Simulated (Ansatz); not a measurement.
**14N nuclear quadrupole resonance in Si3N4**

Cell: a computed structure from the Materials Project (it need not be an observed phase), atoms as given.

Space group I-43d (No. 220); a = 6.4883 Å.

| site | Wyckoff | site symmetry | x | y | z |
| --- | --- | --- | --- | --- | --- |
| Si | 12a | -4.. | 0.2500 | 0.3750 | 0.0000 |
| N | 16c | .3. | 0.7814 | 0.2814 | 0.2186 |

One atom of each set is listed; the run and its k-mesh use a cell of 14 atoms with edges of 5.62, 5.62, 5.62 Å.

All values are calculated (Ansatz; DFT, r2SCAN, plane waves and PAW (field gradients read without the response of the frozen cores, which leaves them typically 4 to 6 % off), scalar-relativistic, 500 eV cutoff, Γ-centred 6×6×6 k-points, Fermi–Dirac smearing 0.02 eV), not measured.

14N: I = 1, Q = 20.44 mb (year-2017 value). Static lattice, zero field.

Task: The simulated lines lie at 2.31 MHz. What are |C_Q|, η and |V_zz| at N?

Result: For I = 1 the lines are ν± = (3/4)|C_Q|(1 ± η/3) and ν₀ = |C_Q|η/2. Here |C_Q| = 3.08 MHz, η = 0.00 and |V_zz| = 6.22 × 10²¹ V/m². The calculation gives V_zz negative; the lines don't show the sign. The site has 3 Si at 1.76 Å.

An axis of threefold or higher order runs through N, so V_zz lies along it and η is zero.

At this cell the r2SCAN pressure is -6 GPa, so with r2SCAN the cell would shrink if it were relaxed. The entry's cell may itself be off.
